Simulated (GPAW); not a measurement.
Si2Ni:

```
CELL_PARAMETERS angstrom
0.00000 2.70300 2.70300
2.70300 0.00000 2.70300
2.70300 2.70300 0.00000
ATOMIC_POSITIONS crystal
Ni 0.00000 0.00000 0.00000
Si 0.75000 0.75000 0.75000
Si 0.25000 0.25000 0.25000
```

| Quantity | Value |
| --- | --- |
| Program | GPAW 26.7.0 |
| Task | relaxation of cell and atoms |
| Functional | PBEsol |
| Dispersion | D3(BJ) |
| Potentials or basis | PAW data sets generated in the run's folder for this functional |
| Cutoff | 600 eV |
| Basis | pw |
| k mesh | 7 × 7 × 7 |
| Occupations | fermi-dirac, width 0.05 eV |
| Spin | collinear spin, ferromagnetic start |
| Starting moments | [1.0, 0.0, 0.0] μB |

At the start: pressure -4.9 GPa; volume 13.17 Å³/atom.

Task: Where does the relaxation end?

Result: Over 3 steps the energy falls by 6.0 meV/atom and the volume is 12.77 Å³/atom (-3.0 %); space group Fm-3m (No. 225, to 0.05 Å); moment 0.00 μB per cell.

Step by step:
| step | energy change (eV) | largest force (eV/Å) | pressure (GPa) | volume (Å³) |
| --- | --- | --- | --- | --- |
| 1 | 0.0000 | 0.0000 | -4.94 | 39.50 |
| 2 | -0.0064 | 0.0000 | -4.03 | 39.27 |
| 3 | -0.0181 | 0.0000 | 0.17 | 38.31 |

Final structure:
```yaml
crystal:
  lattice:
    - [0.00000, 2.67560, 2.67560]
    - [2.67560, 0.00000, 2.67560]
    - [2.67560, 2.67560, 0.00000]
  atoms:
    - { symbol: Ni, position: [0.00000, 0.00000, 0.00000] }
    - { symbol: Si, position: [0.75000, 0.75000, 0.75000] }
    - { symbol: Si, position: [0.25000, 0.25000, 0.25000] }
```

Caveat: each step starts from the last one's moments, so a moment once lost doesn't come back; the stock nickel data set gives pressures a few GPa off other programs; later steps reuse the first step's grids; pairwise dispersion overbinds metals, which lowers pressure and volume.
